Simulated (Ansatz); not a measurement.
The system is CuO.

```
Cu O
1.0
     3.17550    0.00000    0.00000
     0.00000    3.17550    0.00000
     0.00000    0.00000    4.64953
Cu O
2 2
Direct
  0.00000 0.00000 0.00000
  0.50000 0.50000 0.00000
  0.50000 0.00000 0.26700
  0.00000 0.50000 0.73300
```

The cell was built by a generator and needn't be a form met in nature.

Base run:

```yaml
Program: Ansatz 0.2.0
Functional: PBE
Potentials_or_basis: Ansatz PAW
Cutoff: 300 eV
Density_cutoff: 1200 eV
k_mesh: 8 × 8 × 6
Occupations: fermi-dirac, width 0.05 eV
Spin: no spin polarisation
```

Its results: band gap on the k mesh none (metal or under the smearing width); pressure 16.0 GPa; largest force 1.031 eV/Å.

Problem. The run is repeated on the same cell with these changes: cutoff from 300 eV to 420 eV (not typed: the program's choice for these potentials); k mesh from 8 × 8 × 6 to 3 × 3 × 2. What comes out?

Solution. Band gap on the k mesh none (metal or under the smearing width); pressure 16.7 GPa; largest force 1.013 eV/Å.

Caveats: some runs use coarse meshes; so large a pressure means that the cell lies far from this level's equilibrium, or that cutoff or potentials fall short; the run has no spin polarisation, though such a crystal can be magnetic; semilocal functionals often make such compounds metallic where correlation or magnetic order opens a gap, which also shifts bond lengths; forces of over 1 eV/Å show positions far from the minimum, so gaps and moduli don't describe the material at rest; the pressure holds a Pulay correction of +36.9 GPa for the finite cutoff (some runs); the cutoff lies under the one recommended for these potentials (some runs).
